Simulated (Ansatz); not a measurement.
# Mn3Si: the cost of one run

Program: Ansatz 0.2.0. Level of theory: DFT PBE, scalar-relativistic, plane waves, PAW. These are calculated values, not measurements.

### 1 The starting structure

The structure is orthorhombic, space group Pmmm (No. 47). Conventional cell: a = 3.107 Å, b = 4.114 Å, c = 4.608 Å, α = 90.00°, β = 90.00°, γ = 90.00°. Mn (site symmetry mm2) has 2 Si at 1.94 Å as nearest neighbours. Mn (site symmetry mmm) has 2 Si at 2.06 Å as nearest neighbours. Around Si (site symmetry mmm) lie 6 Mn at 1.94 to 2.06 Å.

As a file:

```
CELL_PARAMETERS angstrom
3.10734 0.00000 0.00000
0.00000 4.11437 0.00000
0.00000 0.00000 4.60847
ATOMIC_POSITIONS crystal
Mn 0.00000 0.00000 0.75170
Mn 0.00000 0.00000 0.24830
Mn 0.50000 0.50000 0.50000
Si 0.50000 0.00000 0.50000
```

A structure generator made this guess: random cell by space group and Wyckoff sites (Pmmm, No. 47). Lengths come from tabulated atomic sizes and are only a guess.

### 2 Probe: one point on a coarse mesh

The input, input.yaml:

```yaml
crystal:
  lattice:
    - [3.10734182, 0.0, 0.0]
    - [0.0, 4.11437418, 0.0]
    - [0.0, 0.0, 4.60846743]
  atoms:
    - { symbol: Mn, position: [0.0, 0.0, 0.75169785], spin: 4.0 }
    - { symbol: Mn, position: [0.0, 0.0, 0.24830215], spin: -4.0 }
    - { symbol: Mn, position: [0.5, 0.5, 0.5], spin: 4.0 }
    - { symbol: Si, position: [0.5, 0.0, 0.5] }
basis:
  ecutwfc: 420
kpoints:
  mp_grid: { grid: [6, 4, 4] }
hamiltonian:
  xc: pbe
scf:
  occupations: { method: gaussian, width: 0.1 }
  lower_state_search: "off"
output:
  forces: true
  stress: true
  eigenvalues: true
  populations: true
magnetization:
  spin_polarized: true
```

Run with:

```console
$ ansatz run input.yaml --threads 4 --pin off --max-ram 8192MiB --backend cpu --events-out ev --progress --plain --runs-dir out
```

Q: Estimate wall time and peak memory on 4 threads of Intel Xeon 6975P-C (Granite Rapids), shared host.

About 3.7 s, with a peak of 0.47 GiB.
